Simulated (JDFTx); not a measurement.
The system is LiH.

```
Li H
1.0
     0.00000    2.03675    2.03675
     2.03675    0.00000    2.03675
     2.03675    2.03675    0.00000
Li H
1 1
Direct
  0.00000 0.00000 0.00000
  0.50000 0.50000 0.50000
```

Program: JDFTx 1.7.0 (patched build). Alike in all runs: task single point; potentials or basis PseudoDojo-SR-PBE-0.5-standard with smoothed tails; no spin polarisation; cell as given; k mesh 4 × 4 × 4; cutoff (eV) 1007; smearing fermi-dirac 0.05 eV; the mesh is coarse, so values aren't converged.

Question: Order these runs on this cell by their band gap on the k mesh, lowest first.
A. level PBE0 (exact-exchange share 0.25); share of exact exchange 0.25
B. level PBE0 (exact-exchange share 0.2); share of exact exchange 0.2
C. level PBE0 (exact-exchange share 0.4); share of exact exchange 0.4
D. level PBE0 (exact-exchange share 0.3); share of exact exchange 0.3
E. level PBE0 (exact-exchange share 0.1); share of exact exchange 0.1

Answer: E (3.70 eV), B (4.39 eV), A (4.75 eV), D (5.10 eV), C (5.82 eV).

Caveats: all runs use coarse meshes.

A k mesh can miss the band edges.
